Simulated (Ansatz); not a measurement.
NaI (started from an entry of an open crystallographic database) (r2SCAN geometry), in Ansatz:

```xyz
2
Lattice="0.0000 3.2296 3.2296 3.2296 0.0000 3.2296 3.2296 3.2296 0.0000" Properties=species:S:1:pos:R:3 pbc="T T T"
Na    0.0000    0.0000    0.0000
I     3.2296    3.2296    3.2296
```

G0W0@PBE with 369 empty bands, a screening cutoff of 180 eV and a 4×4×4 mesh (PAW, contour deformation) gives 5.664 eV over the mesh points, from a PBE gap of 3.659 eV; it sums over 382 bands with 339 plane waves in the screening and a wave cutoff of 420 eV. G0W0 here is at a finite number of bands, screening cutoff and k mesh, not at the basis limit. Calculated for a static, non-magnetic cell.

(1) Another run gave a Kohn-Sham gap of 3.659 eV and a G0W0 gap of 5.691 eV, summing over 729 bands with 645 plane waves in the screening and a wave cutoff of 420 eV. What was changed?

(2) Estimate the gap with empty bands 152, screening cutoff 100 eV.

Results:

(1) Empty bands 716, screening cutoff 260 eV. The counts of bands and plane waves show it.

(2) 5.575 eV (-0.089 eV), from a Kohn-Sham gap of 3.659 eV.

Spin-orbit coupling is left out, which matters wherever the heavy atoms make up the band edges.
